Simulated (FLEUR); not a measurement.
The system is ZrSe2.

```xyz
3
Lattice="3.7980 0.0000 0.0000 -1.8990 3.2892 0.0000 0.0000 0.0000 6.1920" Properties=species:S:1:pos:R:3 pbc="T T T"
Zr    0.0000    0.0000    0.0000
Se    1.8990    1.0964    4.6440
Se    0.0000    2.1928    1.5480
```

Base run:

- Program: FLEUR MaX-R8.1 (later development tree)
- Functional: PBEsol
- Potentials or basis: all-electron
- Basis: FLAPW
- Kmax: 4.54 1/bohr
- k mesh: 8 × 8 × 5
- Occupations: fermi-dirac, width 0.05 eV
- Spin: no spin polarisation

Its results: band gap on the k mesh 0.36 eV, indirect (least direct gap 1.02 eV).

The run is repeated on the same cell with these changes: k mesh from 8 × 8 × 5 to 6 × 6 × 4; spin from no spin polarisation to spin-orbit coupling, no magnetisation. What comes out?

Band gap on the k mesh 0.18 eV, indirect (least direct gap 0.86 eV).

Several settings changed at once, so the effect can't be laid on one alone.

Caveats: spin-orbit coupling is added in second variation on a limited number of bands (some runs).
